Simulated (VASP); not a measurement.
A run of VASP 6.6.1:

The input INCAR:

```
SYSTEM = ZrN
PREC = Accurate
ENCUT = 600
EDIFF = 1E-6
ISMEAR = 1
SIGMA = 0.1
LREAL = .False.
LASPH = .True.
NELM = 80
ALGO = Normal
ISIF = 3
LWAVE = .False.
LCHARG = .False.
GGA = PE
IBRION = 2
NSW = 90
EDIFFG = -0.01
```

Contents of KPOINTS:

```
Automatic mesh
0
Gamma
  14 14 14
  0 0 0
```

Contents of POSCAR:

```
ZrN
1.0
    0.0000000000      2.3000000000      2.3000000000
    2.3000000000      0.0000000000      2.3000000000
    2.3000000000      2.3000000000      0.0000000000
Zr N
1 1
Direct
    0.0000000000      0.0000000000      0.0000000000
    0.5000000000      0.5000000000      0.5000000000
```

Potentials or basis: VASP PAW PBE potentials, release 64 (Zr_sv, N).

Run with:

```sh
$ cat potpaw_PBE.64/Zr_sv/POTCAR potpaw_PBE.64/N/POTCAR > POTCAR
$ mpirun -np 1 vasp_std > vasp.out
```

Hardware: 1 thread of Intel(R) Xeon(R) 6975P-C (Granite Rapids) (shared host).

Question: How long does it take, and how much memory?

Answer: It took 35 s on 1 thread of Intel(R) Xeon(R) 6975P-C (Granite Rapids), with other jobs on the host, peak memory 0.19 GiB. Counts: scf iterations 27, k points 104, ion steps 3.
